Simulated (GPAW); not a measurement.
Crystal: Sc.

```xyz
2
Lattice="3.3090 0.0000 0.0000 -1.6545 2.8657 0.0000 0.0000 0.0000 5.2733" Properties=species:S:1:pos:R:3 pbc="T T T"
Sc    1.6545    0.9552    3.9550
Sc    0.0000    1.9105    1.3183
```

Base run:

```yaml
Program: GPAW 26.7.0
Functional: M06-L
Potentials_or_basis: GPAW PAW data sets (gpaw-data 1.2.1)
Cutoff: 600 eV
Basis: pw
k_mesh: 7 × 7 × 4
Occupations: fermi-dirac, width 0.05 eV
Spin: no spin polarisation
```

Its results: pressure -1.2 GPa.

Task: The run is repeated on the same cell with these changes: functional from M06-L to rSCAN; band points from 60 to 80. What comes out?

Result: Pressure -0.4 GPa.

Caveats: the PAW data sets were made with another functional, which shifts forces and pressure a little.
